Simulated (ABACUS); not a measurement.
# CdSe (Cadmoselite) in ABACUS: the effect of functional

The system is CdSe (Cadmoselite).

```
Cd Se
1.0
     4.32848    0.00000    0.00000
    -2.16424    3.74857    0.00000
     0.00000    0.00000    7.06649
Cd Se
2 2
Cartesian
  2.1642 1.2495 3.5332
  0.0000 2.4990 0.0000
  2.1642 1.2495 6.2538
  0.0000 2.4990 2.7206
```

The cell isn't the ideal one: volume scaled by 1.02.

Alike in all runs:

- Program: ABACUS 3.10.1
- Task: equation of state
- Potentials or basis: PseudoDojo NC SR 0.4.1 PBE standard
- Cutoff: 1401 eV
- Density cutoff: 5606 eV
- Basis: DZP LCAO (the cutoffs set its grid)
- k mesh: 5 × 5 × 3
- Occupations: fermi-dirac, width 0.05 eV
- Spin: no spin polarisation

| functional | gap on the mesh (eV) | pressure (GPa) | largest force (eV/Å) |
| --- | --- | --- | --- |
| LDA | ? | ? | ? |
| PBE | 0.84 | 2.5 | 0.31 |
| PBEsol | 0.74 | -0.3 | 0.30 |
| PW91 | 0.81 | 2.3 | 0.31 |
| AM05 | 0.80 | 0.3 | 0.29 |

**Question.** What does the run with functional LDA give?

**Answer.** gap on the mesh 0.59 eV; pressure -2.4 GPa; largest force 0.29 eV/Å.

Caveats: the atomic orbitals were generated for these runs and aren't a published set; the basis of atomic orbitals isn't converged, which shifts pressures, moduli and gaps; the potentials were made for another functional, which shifts forces and pressure (some runs).

